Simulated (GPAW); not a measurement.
A run of GPAW 26.7.0:

File run.py:

```python
from ase import Atoms
from ase.calculators.mixing import SumCalculator
from ase.filters import FrechetCellFilter
from ase.io import write
from ase.optimize import BFGS
from dftd3.ase import DFTD3
from gpaw import GPAW, PW

atoms = Atoms(['As', 'B'],
              cell=[[0.0, 2.3885, 2.3885],
                    [2.3885, 0.0, 2.3885],
                    [2.3885, 2.3885, 0.0]],
              scaled_positions=[[0.75, 0.75, 0.75],
                                [0.0, 0.0, 0.0]],
              pbc=True)

calc = GPAW(mode=PW(800),
            xc='PBE',
            kpts={'size': (10, 10, 10), 'gamma': True},
            occupations={'name': 'fermi-dirac', 'width': 0.05},
            nbands=11,
            convergence={'density': 1e-05, 'forces': 0.0001},
            maxiter=150,
            txt='gpaw.txt')
atoms.calc = SumCalculator([calc, DFTD3(method='pbe', damping='d3bj')])
opt = BFGS(FrechetCellFilter(atoms), trajectory='relax.traj', logfile='-')
done = opt.run(fmax=0.01, steps=100)
calc.write('gs.gpw')
write('result.traj', atoms)
print('Converged:', done)
print('Cell:', atoms.cell.cellpar().round(4))
print('Volume:', round(atoms.get_volume(), 4))
print(atoms.get_scaled_positions().round(5))
```

Potentials or basis: GPAW PAW data sets (gpaw-data 1.2.1), pw.

Run with:

```console
$ OMP_NUM_THREADS=1 python run.py
```

Hardware: 1 thread of Arm Neoverse V2, with other jobs on the host.

**Question.** Estimate the wall time of this run.

**Answer.** Run time: 31 s on 1 thread of Arm Neoverse V2 (shared host), peak memory 0.21 GiB. Counts: scf iterations 26, plane waves 1422, bands 11, k points 47, ion steps 3.
